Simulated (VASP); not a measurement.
An input for Quantum ESPRESSO's pw.x (written as the equivalent of a VASP run, and not itself run):

```
&CONTROL
  calculation = 'vc-relax'
  pseudo_dir = './pseudo'
  outdir = './out'
  tprnfor = .true.
  tstress = .true.
  nstep = 40
  forc_conv_thr = 0.00039
/
&SYSTEM
  ibrav = 0
  nat = 2
  ntyp = 2
  ecutwfc = 80
  occupations = 'smearing'
  smearing = 'gaussian'
  degauss = 0.003675
  input_dft = 'pbe'
/
&ELECTRONS
  conv_thr = 7.3e-09
  electron_maxstep = 100
/
&IONS
/
&CELL
  press = 200
/
ATOMIC_SPECIES
  Al 26.982 Al.upf
  Sb 121.760 Sb.upf
CELL_PARAMETERS angstrom
     0.0000000    3.1158354    3.1158354
     3.1158354    0.0000000    3.1158354
     3.1158354    3.1158354    0.0000000
ATOMIC_POSITIONS crystal
  Al   0.0000000  0.0000000  0.0000000
  Sb   0.2500000  0.2500000  0.2500000
K_POINTS automatic
  8 8 8 0 0 0
```

Translate this input to VASP (INCAR, KPOINTS, POSCAR, choice of POTCAR).

One answer among several that fit: 
POSCAR:
```
AlSb
1
    0.0000000000     3.1158353982     3.1158353982
    3.1158353982     0.0000000000     3.1158353982
    3.1158353982     3.1158353982     0.0000000000
Al Sb
1 1
Direct
  0.0000000000   0.0000000000   0.0000000000
  0.2500000000   0.2500000000   0.2500000000
```

### INCAR
```
# general
SYSTEM =AlSb
PREC   =Accurate
ENCUT  =480   # plane-wave cut-off (eV)
LREAL  =.FALSE.   # projection in real space or not
LASPH  =.TRUE.

# electronic loop
EDIFF  =1E-7
NELM   =100   # most electronic steps
ALGO   =Normal   # blocked Davidson
LMAXMIX=4   # l cut-off of mixed one-centre charges

# smearing
ISMEAR =0
SIGMA  =0.05   # width (eV)

# functional
GGA    =PE   # PBE

# ions
IBRION =2
NSW    =40
ISIF   =3   # ions, shape and volume
EDIFFG =-0.01   # ionic stop
PSTRESS=200   # kbar

# output
LWAVE  =.FALSE.
LCHARG =.FALSE.
```

File KPOINTS:
```
Automatic mesh
0
Gamma
8 8 8
0 0 0
```

POTCAR, in this order: Al Sb (PBE.64 set). Program: vasp_std.

Limits of the translation: the potentials are each code's own (VASP's PAW set, PseudoDojo norm-conserving files in pw.x), so ENCUT and ecutwfc are chosen apart and not converted; conv_thr bounds pw.x's estimated SCF error, while EDIFF bounds the energy change between steps; forc_conv_thr acts on force components and is met together with etot_conv_thr.

The compound is AlSb in the zinc blende structure. This run relaxes it under an external pressure of 20 GPa. Symmetry was kept, so distortions that lower it aren't found.
